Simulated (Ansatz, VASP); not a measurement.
Al2O3: VASP beside Ansatz

```
Al O
1.0
     2.88432    0.00000    0.00000
    -1.44216    2.49790    0.00000
     0.00000    0.00000    9.33675
Al O
2 3
Direct
  0.00000 0.00000 0.85001
  0.00000 0.00000 0.14999
  0.33333 0.66667 0.77768
  0.66667 0.33333 0.00000
  0.33333 0.66667 0.22232
```

Measurements of this composition are mostly on another form, of space group No. 167.

Alike in both runs: task relaxation of cell and atoms; functional PBEsol; k mesh 11 × 11 × 3; occupations fermi-dirac, width 0.05 eV; no spin polarisation.

```csv
,VASP,Ansatz
version,VASP 6.6.1,Ansatz 0.2.0
potentials or method,"VASP PAW PBE potentials, release 64 (Al, O)",Ansatz PAW
plane-wave cutoff (eV),600,420
valence electrons in the cell,24,24
```

Ansatz gave:

```
gap on the k mesh at the Fermi level, each at its own relaxed structure (eV) : 4.93
relaxed volume (Å³/atom)                                                     : 13.25
relaxed cell length with the largest relative difference (Å)                 : 9.337
energy change over the relaxation (meV/atom)                                 : -3
```

Task: Estimate VASP's values.

Result: gap on the k mesh at the Fermi level, each at its own relaxed structure (eV): 4.71; relaxed volume (Å³/atom): 11.12; relaxed cell length with the largest relative difference (Å): 7.827; energy change over the relaxation (meV/atom): -6.

One of these differences is far larger than is usual between the two programs; its cause wasn't traced.

Caveats: the volume moved by over 15 % at a fixed basis, so the end points are rough (VASP); the PAW data sets were made with another functional, which shifts forces and pressure a little (VASP); an odd mesh through Γ misses points on the zone boundary, where band edges often lie (VASP); odd divisions of the mesh miss points on the zone boundary, where band edges often lie, so the gap on the mesh can be too wide (Ansatz); the plane-wave basis is chosen anew once the cell has moved, so the energies of steps on either side of that aren't comparable (Ansatz); the pressure holds a Pulay correction of +0.6 GPa for the finite cutoff (Ansatz); the PAW data sets come from PBE, with cores solved anew for the run's functional, which leaves a small shift of forces and pressure (Ansatz). Expect the measured gap to be larger: semilocal functionals such as PBEsol lack the derivative discontinuity.
